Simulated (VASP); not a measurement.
# MgO (Fm-3m) in VASP: notebook, part 2 of 2

VASP 6.6.1. The steps go on from the part before.

## Step 3: Relaxation of cell and atoms, LDA

INCAR

```
SYSTEM = MgO
  ALGO = Normal
  EDIFF = 1E-7
  EDIFFG = -0.005
  ENCUT = 600
  GGA = CA
  IBRION = 2
  ISIF = 3
  ISMEAR = 0
  LASPH = .TRUE.
  LCHARG = .FALSE.
  LREAL = .FALSE.
  LWAVE = .FALSE.
  NELM = 60
  NSW = 90
  PREC = Accurate
  SIGMA = 0.02
```

KPOINTS

```
k-points
0
G
  10 10 10
  0 0 0
```

POSCAR

```
MgO
1.0
    0.0000000000      2.1245000000      2.1245000000
    2.1245000000      0.0000000000      2.1245000000
    2.1245000000      2.1245000000      0.0000000000
Mg O
1 1
Direct
    0.0000000000      0.0000000000      0.0000000000
    0.5000000000      0.5000000000      0.5000000000
```

Potentials or basis: VASP PAW LDA potentials, release 64 (Mg, O).

Started as:

```
> cat potpaw_LDA.64/Mg/POTCAR potpaw_LDA.64/O/POTCAR > POTCAR
> mpirun -np 1 vasp_std > vasp.out
```

OUTCAR:

```text
SYSTEM = MgO
   EDIFF = 1E-7
   EDIFFG = -0.005
   ENCUT = 600
   GGA = CA
   IBRION = 2
   ISIF = 3
   ISMEAR = 0
   LASPH = .TRUE.
   LREAL = .FALSE.
   NELM = 60
   NSW = 90
   PREC = Accurate

 ion  position               nearest neighbor table
   1  0.000  0.000  0.000-   2 2.12   2 2.12   2 2.12   2 2.12   2 2.12   2 2.12
   2  0.500  0.500  0.500-   1 2.12   1 2.12   1 2.12   1 2.12   1 2.12   1 2.12

  LATTYP: Found a face centered cubic cell.
 ALAT       =     4.2490000000

  Lattice vectors:

 A1 = (   0.0000000000,   2.1245000000,   2.1245000000)
 A2 = (   2.1245000000,   0.0000000000,   2.1245000000)
 A3 = (   2.1245000000,   2.1245000000,   0.0000000000)

Analysis of symmetry for initial positions (statically):
=====================================================================
 Subroutine PRICEL returns:
 Original cell was already a primitive cell.

 Routine SETGRP: Setting up the symmetry group for a
 face centered cubic supercell.

 Subroutine GETGRP returns: Found 48 space group operations
 (whereof 48 operations were pure point group operations)
 out of a pool of 48 trial point group operations.

The static configuration has the point symmetry O_h .

Analysis of symmetry for dynamics (positions and initial velocities):
=====================================================================
 Subroutine PRICEL returns:
 Original cell was already a primitive cell.

 Routine SETGRP: Setting up the symmetry group for a
 face centered cubic supercell.

 Subroutine GETGRP returns: Found 48 space group operations
 (whereof 48 operations were pure point group operations)
 out of a pool of 48 trial point group operations.

The dynamic configuration has the point symmetry O_h .

 Subroutine INISYM returns: Found 48 space group operations
 (whereof 48 operations are pure point group operations),
 and found     1 'primitive' translations

[... 134 lines left out ...]

 number of electron       8.0000004 magnetization

 Free energy of the ion-electron system (eV)
  ---------------------------------------------------
  ext. energy  EPLUGINS =         0.00000000
  ---------------------------------------------------
  free energy    TOTEN  =       -13.39875796 eV

  energy without entropy =      -13.39875796  energy(sigma->0) =      -13.39875796

------------------------ aborting loop because EDIFF is reached ----------------------------------------

  FORCE on cell =-STRESS in cart. coord.  units (eV):
  Direction    XX          YY          ZZ          XY          YZ          ZX
  --------------------------------------------------------------------------------------
  -------------------------------------------------------------------------------------
  Total       -1.3873261     -1.3873261     -1.3873261      0.0000000      0.0000000     -0.0000000
  in kB     -115.9014709   -115.9014709   -115.9014709      0.0000000      0.0000000     -0.0000000
  external PRESSURE =    -115.9014709 kB  Pullay stress =       0.0000000 kB
[... 59 lines left out ...]
--------------------------------------- Ionic step        3  -------------------------------------------

 number of electron       7.9999999 magnetization

 Free energy of the ion-electron system (eV)
  ---------------------------------------------------
  ext. energy  EPLUGINS =         0.00000000
  ---------------------------------------------------
  free energy    TOTEN  =       -13.45264979 eV

  energy without entropy =      -13.45264979  energy(sigma->0) =      -13.45264979

 E-fermi :   3.4007     XC(G=0): -11.8324

 val. band max:        3.2628963788   @ k =   0.0000   0.0000   0.0000
 cond. band min:       8.4194321837   @ k =   0.0000   0.0000   0.0000
 fundamental gap:      5.1565358049
 Fermi energy:         3.4006554310

 k-point     1 :       0.0000    0.0000    0.0000
  band No.  band energies     occupation
      1     -14.0044      2.00000
      2       3.2629      2.00000
      3       3.2629      2.00000
      4       3.2629      2.00000
      5       8.4194      0.00000
      6      19.0601      0.00000
      7      19.0601      0.00000
      8      19.0601      0.00000
[... 243 lines left out ...]
 k-point    24 :       0.4000    0.3000    0.0000
  band No.  band energies     occupation
      1     -12.5854      2.00000
      2      -0.5308      2.00000
      3       1.8593      2.00000
      4       2.0972      2.00000
      5      13.0453      0.00000
      6      13.4772      0.00000
      7      17.1171      0.00000
      8      21.7754      0.00000

 [... further k-points ...]

------------------------ aborting loop because EDIFF is reached ----------------------------------------

  FORCE on cell =-STRESS in cart. coord.  units (eV):
  Direction    XX          YY          ZZ          XY          YZ          ZX
  --------------------------------------------------------------------------------------
  -------------------------------------------------------------------------------------
  Total        0.0026453      0.0026453      0.0026453      0.0000000      0.0000000     -0.0000000
  in kB        0.2383685      0.2383685      0.2383685      0.0000000      0.0000000     -0.0000000
  external PRESSURE =       0.2383685 kB  Pullay stress =       0.0000000 kB
[... 17 lines left out ...]
  FREE ENERGIE OF THE ION-ELECTRON SYSTEM (eV)
  ---------------------------------------------------
  free  energy   TOTEN  =       -13.4526497868 eV

  energy  without entropy=      -13.4526497868  energy(sigma->0) =      -13.45264979

 reached required accuracy - stopping structural energy minimisation
```

CONTCAR:

```text
MgO
   1.00000000000000
     0.0000000000000000    2.0715826535203838    2.0715826535203838
     2.0715826535203838    0.0000000000000000    2.0715826535203838
     2.0715826535203838    2.0715826535203838    0.0000000000000000
  Mg              O
     1     1
Direct
     0.0000000000000000    0.0000000000000000    0.0000000000000000
     0.5000000000000000    0.5000000000000000    0.5000000000000000

  0.00000000E+00  0.00000000E+00  0.00000000E+00
  0.00000000E+00  0.00000000E+00  0.00000000E+00
```

It took 14 s on 1 thread of AMD EPYC 7R43 (Zen 3), shared host; peak memory 0.11 GiB.

What came out:

```
Free energy                            : -13.4526 eV
Relaxed volume                         : 8.89 Å³/atom
Relaxed cell                           : a = 2.930 Å, b = 2.930 Å, c = 2.930 Å, α = 60.00°, β = 60.00°, γ = 60.00°
Space group after relaxing (to 0.05 Å) : Fm-3m (No. 225)
Energy gained by relaxing              : 26.9 meV/atom
Ionic steps                            : 3
Pressure after relaxing                : 0.0 GPa
Band gap on the k mesh                 : 5.16 eV, direct
```

The path:
| step | energy change (eV) | largest force (eV/Å) | pressure (GPa) | volume (Å³) |
| --- | --- | --- | --- | --- |
| 1 | 0.0000 | 0.0000 | -11.59 | 19.18 |
| 2 | -0.0467 | 0.0000 | 5.03 | 17.32 |
| 3 | -0.0539 | 0.0000 | 0.02 | 17.78 |

Final structure:
```
CELL_PARAMETERS angstrom
0.00000 2.07158 2.07158
2.07158 0.00000 2.07158
2.07158 2.07158 0.00000
ATOMIC_POSITIONS crystal
Mg 0.00000 0.00000 0.00000
O 0.50000 0.50000 0.50000
```

LDA gaps usually lie below the measured ones, often by a third to a half. Zero-point motion and thermal expansion aren't in these numbers.

## Step 4: Relaxation of cell and atoms, PBE

INCAR: that of step 3 with these lines changed.

```diff
@@ -5,3 +5,3 @@
   ENCUT = 600
-  GGA = CA
+  GGA = PE
   IBRION = 2
```

KPOINTS is that of step 3.

POSCAR is that of step 3.

Potentials or basis: VASP PAW PBE potentials, release 64 (Mg, O).

Started as:

```
> cat potpaw_PBE.64/Mg/POTCAR potpaw_PBE.64/O/POTCAR > POTCAR
> mpirun -np 1 vasp_std > vasp.out
```

OUTCAR:

```text
SYSTEM = MgO
   EDIFF = 1E-7
   EDIFFG = -0.005
   ENCUT = 600
   GGA = PE
   IBRION = 2
   ISIF = 3
   ISMEAR = 0
   LASPH = .TRUE.
   LREAL = .FALSE.
   NELM = 60
   NSW = 90
   PREC = Accurate

 ion  position               nearest neighbor table
   1  0.000  0.000  0.000-   2 2.12   2 2.12   2 2.12   2 2.12   2 2.12   2 2.12
   2  0.500  0.500  0.500-   1 2.12   1 2.12   1 2.12   1 2.12   1 2.12   1 2.12

  LATTYP: Found a face centered cubic cell.
 ALAT       =     4.2490000000

  Lattice vectors:

 A1 = (   0.0000000000,   2.1245000000,   2.1245000000)
 A2 = (   2.1245000000,   0.0000000000,   2.1245000000)
 A3 = (   2.1245000000,   2.1245000000,   0.0000000000)

Analysis of symmetry for initial positions (statically):
=====================================================================
[... 261 lines left out ...]
 fundamental gap:      4.5055827919
 Fermi energy:         3.1278974506

 k-point     1 :       0.0000    0.0000    0.0000
  band No.  band energies     occupation
      1     -14.1324      2.00000
      2       3.0128      2.00000
      3       3.0128      2.00000
      4       3.0128      2.00000
      5       7.5184      0.00000
      6      18.6837      0.00000
      7      18.6837      0.00000
      8      18.6837      0.00000
[... 243 lines left out ...]
 k-point    24 :       0.4000    0.3000    0.0000
  band No.  band energies     occupation
      1     -12.9473      2.00000
      2      -0.4866      2.00000
      3       1.7436      2.00000
      4       1.9565      2.00000
      5      12.3605      0.00000
      6      13.1181      0.00000
      7      16.3705      0.00000
      8      20.8883      0.00000

 [... further k-points ...]

------------------------ aborting loop because EDIFF is reached ----------------------------------------

  FORCE on cell =-STRESS in cart. coord.  units (eV):
  Direction    XX          YY          ZZ          XY          YZ          ZX
  --------------------------------------------------------------------------------------
  -------------------------------------------------------------------------------------
  Total       -0.0010379     -0.0010379     -0.0010379      0.0000000     -0.0000000      0.0000000
  in kB       -0.0869730     -0.0869730     -0.0869730      0.0000000     -0.0000000      0.0000000
  external PRESSURE =      -0.0869730 kB  Pullay stress =       0.0000000 kB
[... 17 lines left out ...]
  FREE ENERGIE OF THE ION-ELECTRON SYSTEM (eV)
  ---------------------------------------------------
  free  energy   TOTEN  =       -11.9150431385 eV

  energy  without entropy=      -11.9150431385  energy(sigma->0) =      -11.91504314

 reached required accuracy - stopping structural energy minimisation
```

OSZICAR:

```text
N       E                     dE             d eps       ncg     rms          rms(c)
DAV:   1     0.191577700094E+02    0.19158E+02   -0.51491E+03   816   0.998E+02
DAV:   2    -0.130048827285E+02   -0.32163E+02   -0.30840E+02   904   0.154E+02
DAV:   3    -0.134692383803E+02   -0.46436E+00   -0.46436E+00   912   0.220E+01
[... 17 lines left out ...]
DAV:   1    -0.119151376170E+02   -0.10844E-03   -0.20317E-03   752   0.462E-01    0.733E-02
DAV:   2    -0.119150448301E+02    0.92787E-04   -0.67954E-04   752   0.192E-01    0.703E-03
DAV:   3    -0.119150436356E+02    0.11945E-05   -0.58416E-06   848   0.299E-02    0.443E-03
DAV:   4    -0.119150431726E+02    0.46299E-06   -0.51167E-07   776   0.785E-03    0.984E-04
DAV:   5    -0.119150431385E+02    0.34116E-07   -0.58568E-08   424   0.190E-03
   3 F= -.11915043E+02 E0= -.11915043E+02  d E =-.857265E-04
```

Wall time 14 s (1 thread of AMD EPYC 7R43 (Zen 3), shared host); peak memory 0.11 GiB.

What came out:

```
Free energy                            : -11.9150 eV
Relaxed volume                         : 9.56 Å³/atom
Relaxed cell                           : a = 3.001 Å, b = 3.001 Å, c = 3.001 Å, α = 60.00°, β = 60.00°, γ = 60.00°
Space group after relaxing (to 0.05 Å) : Fm-3m (No. 225)
Energy gained by relaxing              : 0.0 meV/atom
Ionic steps                            : 3
Pressure after relaxing                : 0.0 GPa
Band gap on the k mesh                 : 4.51 eV, direct
```

Final structure:
```
Mg O
1.0
     0.00000    2.12237    2.12237
     2.12237    0.00000    2.12237
     2.12237    2.12237    0.00000
Mg O
1 1
Direct
  0.00000 0.00000 0.00000
  0.50000 0.50000 0.50000
```

Levels at points of the mesh, in eV from the valence-band top:
```
           k point  band 1  band 2  band 3  band 4  band 5  band 6  band 7  band 8
(0.00, 0.00, 0.00)  -17.15    0.00    0.00    0.00    4.51   15.67   15.67   15.67
(0.50, 0.00, 0.00)  -15.92   -4.52   -0.63   -0.63    7.75   12.34   16.07   16.07
(0.50, 0.50, 0.00)  -15.67   -3.99   -1.32   -1.32    9.09    9.72   12.85   18.62
```

PBE gaps usually lie below the measured ones, often by a third to a half.

## Step 5: Overview

```csv
level,potentials or basis,gap on the mesh (eV),pressure (GPa),relaxed volume (Å³/atom)
PBEsol,"VASP PAW PBE potentials, release 64 (Mg, O)",4.67,0.0,9.31
LDA,"VASP PAW LDA potentials, release 64 (Mg, O)",5.16,0.0,8.89
PBE,"VASP PAW PBE potentials, release 64 (Mg, O)",4.51,0.0,9.56
```

Alike in all rows: task relaxation of cell and atoms; no spin polarisation; cell relaxed; k mesh 10 × 10 × 10; cutoff (eV) 600; smearing gaussian 0.02 eV.

Caveats: the PAW data sets were made with another functional, which shifts forces and pressure a little (some runs).

Absolute energies hang on the potentials; compare differences alone.
